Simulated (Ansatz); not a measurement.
# Molecular dynamics of C

Input:

```yaml
accuracy: low
crystal:
  lattice:
    - [0.0, 3.57, 3.57]
    - [3.57, 0.0, 3.57]
    - [3.57, 3.57, 0.0]
  atoms:
    - { symbol: C, position: [0.01477438, 0.14040156, -0.13144371] }
    - { symbol: C, position: [0.12421488, 0.24455558, 0.01246655] }
    - { symbol: C, position: [0.0048296, 0.10940924, 0.39127377] }
    - { symbol: C, position: [0.11119355, 0.23654465, 0.51118314] }
    - { symbol: C, position: [0.02792756, 0.59072832, -0.13401883] }
    - { symbol: C, position: [0.15012167, 0.75503725, -0.03011668] }
    - { symbol: C, position: [-0.000976, 0.61163923, 0.39148034] }
    - { symbol: C, position: [0.15741558, 0.75006018, 0.47645877] }
    - { symbol: C, position: [0.54986181, 0.03640909, -0.0948211] }
    - { symbol: C, position: [0.62385257, 0.19716846, 0.02951667] }
    - { symbol: C, position: [0.51738351, 0.08385208, 0.36690968] }
    - { symbol: C, position: [0.63411515, 0.19732985, 0.53306186] }
    - { symbol: C, position: [0.51547106, 0.57683427, -0.12193999] }
    - { symbol: C, position: [0.6005403, 0.72224132, 0.03050463] }
    - { symbol: C, position: [0.53175961, 0.55549451, 0.39757664] }
    - { symbol: C, position: [0.65333524, 0.71433744, 0.49580169] }
basis:
  ecutwfc: 420.0
kpoints:
  mp_grid: { grid: [4, 4, 4] }
hamiltonian:
  xc: pbe
  dispersion: d3bj
scf:
  occupations: { method: fermi_dirac, width: 0.24 }
  lower_state_search: "off"
md:
  timestep: 1.5
  n_steps: 220
  ensemble: nvt_langevin
  temperature: 2240.0
  initial_velocities: maxwell_boltzmann
  seed: 35393
  friction: 0.02
  temperature_schedule:
    - { n_steps: 165, end_temperature: 300.0 }
    - { n_steps: 55, end_temperature: 300.0 }
```

Command:

```bash
$ ansatz run input.yaml --threads 1 --pin off --max-ram 3072MiB --backend cpu --events-out ev --progress --plain --runs-dir out
```

It goes on from the last frame of an earlier run, with new velocities.

Output, in part (step lines):

```
md step     0: t =     0.00 fs  T =  2100.0 K (target 2240.0 K)  F+E_penalty+E_count = -4010.13603044 eV  E_kin = 4.343136 eV  (7 SCF iters)
md step   219: t =   328.50 fs  T =   342.1 K (target 300.0 K)  F+E_penalty+E_count = -4015.38011396 eV  E_kin = 0.707501 eV  (5 SCF iters)
md step   220: t =   330.00 fs  T =   323.7 K (target 300.0 K)  F+E_penalty+E_count = -4015.32267665 eV  E_kin = 0.669450 eV  (6 SCF iters)
[... lines left out ...]
```

The steps, from the saved trajectory:

```json
{"time (fs)": "0.0", "T (K)": "2100", "potential energy less start (eV)": "0.000"}
{"time (fs)": "10.5", "T (K)": "2750", "potential energy less start (eV)": "-1.325"}
{"time (fs)": "21.0", "T (K)": "2330", "potential energy less start (eV)": "-1.895"}
{"time (fs)": "31.5", "T (K)": "1692", "potential energy less start (eV)": "-0.659"}
{"time (fs)": "42.0", "T (K)": "1640", "potential energy less start (eV)": "-1.909"}
{"time (fs)": "52.5", "T (K)": "2102", "potential energy less start (eV)": "-2.518"}
{"time (fs)": "63.0", "T (K)": "2038", "potential energy less start (eV)": "-2.621"}
{"time (fs)": "73.5", "T (K)": "1395", "potential energy less start (eV)": "-2.403"}
{"time (fs)": "84.0", "T (K)": "1148", "potential energy less start (eV)": "-2.579"}
{"time (fs)": "94.5", "T (K)": "1736", "potential energy less start (eV)": "-3.324"}
{"time (fs)": "105.0", "T (K)": "1373", "potential energy less start (eV)": "-2.162"}
{"time (fs)": "115.5", "T (K)": "1704", "potential energy less start (eV)": "-2.426"}
{"time (fs)": "126.0", "T (K)": "1403", "potential energy less start (eV)": "-2.179"}
{"time (fs)": "136.5", "T (K)": "1497", "potential energy less start (eV)": "-2.826"}
{"time (fs)": "147.0", "T (K)": "1488", "potential energy less start (eV)": "-3.340"}
{"time (fs)": "157.5", "T (K)": "1063", "potential energy less start (eV)": "-3.037"}
{"time (fs)": "168.0", "T (K)": "1100", "potential energy less start (eV)": "-3.879"}
{"time (fs)": "178.5", "T (K)": "1226", "potential energy less start (eV)": "-3.711"}
{"time (fs)": "189.0", "T (K)": "715", "potential energy less start (eV)": "-3.351"}
{"time (fs)": "199.5", "T (K)": "1087", "potential energy less start (eV)": "-4.158"}
{"time (fs)": "210.0", "T (K)": "1205", "potential energy less start (eV)": "-3.941"}
{"time (fs)": "220.5", "T (K)": "856", "potential energy less start (eV)": "-4.054"}
{"time (fs)": "231.0", "T (K)": "720", "potential energy less start (eV)": "-4.126"}
{"time (fs)": "241.5", "T (K)": "671", "potential energy less start (eV)": "-4.480"}
{"time (fs)": "252.0", "T (K)": "514", "potential energy less start (eV)": "-4.387"}
{"time (fs)": "262.5", "T (K)": "519", "potential energy less start (eV)": "-5.037"}
{"time (fs)": "273.0", "T (K)": "330", "potential energy less start (eV)": "-4.843"}
{"time (fs)": "283.5", "T (K)": "426", "potential energy less start (eV)": "-5.062"}
{"time (fs)": "294.0", "T (K)": "445", "potential energy less start (eV)": "-5.047"}
{"time (fs)": "304.5", "T (K)": "350", "potential energy less start (eV)": "-4.980"}
{"time (fs)": "315.0", "T (K)": "285", "potential energy less start (eV)": "-5.124"}
{"time (fs)": "325.5", "T (K)": "343", "potential energy less start (eV)": "-5.249"}
```

The run went to its last step. The schedule's set-point averaged 463 K over the second half and the system 672 K, so it lags behind the ramp. A run of 0.33 ps of so small a system gives no equilibrium averages. Limits of this set-up: low accuracy level.

Mean squared displacements from the first frame to the last, about the centre of mass: C 0.03 Å².

Last frame:

```xyz
16
Lattice="0.0000 3.5700 3.5700 3.5700 0.0000 3.5700 3.5700 3.5700 0.0000" Properties=species:S:1:pos:R:3
C 0.135 -0.054 0.409
C 0.984 0.841 1.306
C 1.934 1.714 0.399
C 2.863 2.577 1.307
C 1.976 -0.039 2.221
C 2.844 0.830 3.083
C 3.788 1.690 2.184
C 4.660 2.625 3.163
C 0.149 1.738 2.235
C 1.030 2.624 3.090
C 2.008 3.458 2.235
C 2.849 4.412 3.125
C 1.978 1.718 4.040
C 2.850 2.612 4.936
C 3.804 3.517 4.027
C 4.674 4.359 4.878
```

Time of the run: 11 min on 1 thread of AMD EPYC 9R45 (Zen 5), on a shared host, peak memory 0.52 GiB.
